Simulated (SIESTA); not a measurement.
# AgBr under changes of volume

One of the cells (23.644 Å³/atom); the others are scaled copies at fixed shape and fractional positions:

```
Ag Br
1.0
     0.00000    2.87015    2.87015
     2.87015    0.00000    2.87015
     2.87015    2.87015    0.00000
Ag Br
1 1
Direct
  0.00000 0.00000 0.00000
  0.50000 0.50000 0.50000
```

```yaml
Program: SIESTA 5.4.2
Functional: PBE
Potentials_or_basis: PseudoDojo 0.4 standard (PBE files)
Basis: TZDP (energy shift 0.002 Ry)
Grid_cutoff: 800 Ry
Energy_shift: 0.002 Ry
k_mesh: 8 × 8 × 8
Occupations: fermi-dirac, width 0.05 eV
Spin: no spin polarisation
```

| volume (Å³/atom) | energy over the lowest point (meV/atom) | pressure (GPa) |
| --- | --- | --- |
| 22.225 | 55.54 | 6.6 |
| 22.698 | 38.21 | 5.2 |
| 23.171 | 24.65 | 4.0 |
| 23.644 | 14.35 | 3.0 |
| 24.116 | 7.02 | 2.0 |
| 24.589 | ? | ? |
| 25.062 | 0.00 | 0.4 |

**Question.** What does the run at 24.589 Å³/atom give?

**Answer.** Energy over the lowest point 2.40 meV/atom; pressure 1.2 GPa.

Worked out: A Birch-Murnaghan fit of order 3 (a polynomial in V^(-2/3)) to the other rows has its minimum at 25.35 Å³/atom, just outside them, with B0 = V·E''(V) = 36 GPa and B' = 5.0. It gives 2.33 meV/atom at 24.589 Å³/atom, against the run's 2.40, and -dE/dV = 1.2 GPa, against 1.2.

Energies are extrapolated to zero smearing.

Caveats: semicore shells carry a single zeta, which can move pressures by several GPa and volumes by a few percent; the basis of atomic orbitals isn't converged, which shifts pressures, moduli and gaps.
